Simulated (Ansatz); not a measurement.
Base system: BaSnO3 in the cubic perovskite structure (space group Pm-3m, No. 221; a = 4.1313 Å). Axes: x, y, z lie along the cube axes.

Level of theory: r2SCAN (Ansatz, an electronic-structure program), scalar-relativistic without spin-orbit coupling.

Strains are applied to the cell and any free atomic positions relax; under biaxial strain the out-of-plane vector relaxes too; under stress the whole cell relaxes.

One change was made to it. Results:

The electron mass changes from 0.19 mₑ (at Γ) to 0.20 mₑ (at Γ); the smallest direct gap rises by 0.17 eV, from 2.04 eV to 2.21 eV; the energy goes up by 9.6 meV/atom.

Which change produced these results?
A. tensor shear ε_xz = −3.65 %
B. biaxial strain −4.05 %, plane normal [111], relaxed out of plane
C. uniaxial stress, 8 GPa compression along z
D. biaxial strain +0.93 %, plane normal [001], relaxed out of plane

C, uniaxial stress, 8 GPa compression along z. For comparison, the electron mass in the other runs: biaxial strain −4.05 %, plane normal [111], relaxed out of plane gives 0.21 mₑ out of plane, 0.23 mₑ in plane (at Γ); tensor shear ε_xz = −3.65 % gives 0.19 mₑ (at Γ); biaxial strain +0.93 %, plane normal [001], relaxed out of plane gives 0.18 mₑ (at Γ).

Masses are band curvatures over ±0.01 Å⁻¹ around the edge. Beyond what the load breaks, stability against distortions was not tested.
